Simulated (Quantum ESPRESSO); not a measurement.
GaN under changes of volume

One of the cells (11.310 Å³/atom); the others are scaled copies at fixed shape and fractional positions:

```xyz
4
Lattice="3.1800 0.0000 0.0000 -1.5900 2.7540 0.0000 0.0000 0.0000 5.1660" Properties=species:S:1:pos:R:3 pbc="T T T"
Ga    1.5900    0.9180    2.5830
Ga    0.0000    1.8360    0.0000
N     1.5900    0.9180    4.5203
N     0.0000    1.8360    1.9373
```

* Program: Quantum ESPRESSO 7.5
* Functional: PBE
* Potentials or basis: Ansatz NC SR PBE
* Cutoff: 1238 eV
* Density cutoff: 4952 eV
* k mesh: 10 × 10 × 5
* Occupations: fermi-dirac, width 0.05 eV
* Spin: no spin polarisation

| volume (Å³/atom) | energy over the lowest point (meV/atom) | pressure (GPa) | gap on the mesh (eV) | largest force (eV/Å) |
| --- | --- | --- | --- | --- |
| 10.632 | 71.84 | 22.1 | 2.40 | 0.155 |
| 10.858 | 44.52 | 16.7 | 2.26 | 0.149 |
| 11.084 | 24.36 | 11.9 | 2.12 | 0.143 |
| 11.310 | ? | ? | ? | ? |
| 11.537 | 2.70 | 3.7 | 1.85 | 0.132 |
| 11.763 | 0.00 | 0.2 | 1.72 | 0.126 |
| 11.989 | 2.01 | -3.0 | 1.59 | 0.121 |

What does the run at 11.310 Å³/atom give?

Energy over the lowest point 10.63 meV/atom; pressure 7.6 GPa; gap on the mesh 1.99 eV; largest force 0.137 eV/Å.

Worked out: A Birch-Murnaghan fit of order 3 (a polynomial in V^(-2/3)) to the other rows has its minimum at 11.78 Å³/atom with B0 = V·E''(V) = 172 GPa and B' = 4.4 at fixed shape and positions, which overstates the stiffness. It gives 10.64 meV/atom at 11.310 Å³/atom, against the run's 10.63, and -dE/dV = 7.6 GPa, against 7.6. A straight line through the other rows of the gap, of slope -6.74 eV per unit of ln V (its deformation potential), gives 1.98 eV, against the run's 1.99.

Energies are extrapolated to zero smearing.

Spin-orbit coupling on Ga is left out.
